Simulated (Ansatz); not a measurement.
# Hg (diamond type): the cost of one run

Method: DFT PBE, with the methods named in each step, in Ansatz 0.2.0.

2 further runs of the same task are left out: 2 that didn't finish.

## (1) The starting structure

Symmetry: Fd-3m, No. 227, cubic system. The conventional cell has a = 6.661 Å, b = 6.661 Å, c = 6.661 Å, α = 90.00°, β = 90.00°, γ = 90.00°. Hg (site symmetry -43m) has 4 Hg at 2.88 Å as nearest neighbours.

Structure file:

```
CELL_PARAMETERS angstrom
0.00000 3.33034 3.33034
3.33034 0.00000 3.33034
3.33034 3.33034 0.00000
ATOMIC_POSITIONS crystal
Hg 0.87500 0.87500 0.87500
Hg 0.12500 0.12500 0.12500
```

Atoms are numbered in the order of the input: Hg1, Hg2.

## (2) Shortest bond scaled by 1, PAW

input.yaml

```yaml
crystal:
  lattice:
    - [0.0, 3.3303445432, 3.3303445432]
    - [3.3303445432, 0.0, 3.3303445432]
    - [3.3303445432, 3.3303445432, 0.0]
  atoms:
    - { symbol: Hg, position: [-0.125, -0.125, -0.125] }
    - { symbol: Hg, position: [0.125, 0.125, 0.125] }
kpoints:
  mp_grid: { grid: [8, 8, 8] }
scf:
  occupations: { method: fermi_dirac, width: 0.05 }
hamiltonian:
  xc: pbe
  pseudopotentials: { kind: paw }
output:
  forces: true
  stress: true
  eigenvalues: true
  efg: { contact_densities: true }
  populations: true
  write_density: true
  write_potential: true
  elf: true
  volumetric_format: npy
```

Run with:

```sh
> ansatz run input.yaml --threads 1 --pin off --max-ram 2048MiB --backend cpu --events-out ev --progress --plain --runs-dir out
```

Q: Estimate wall time and peak memory on 1 thread of Arm Neoverse V1, shared host.

About 5.2 s, with a peak of 0.38 GiB.
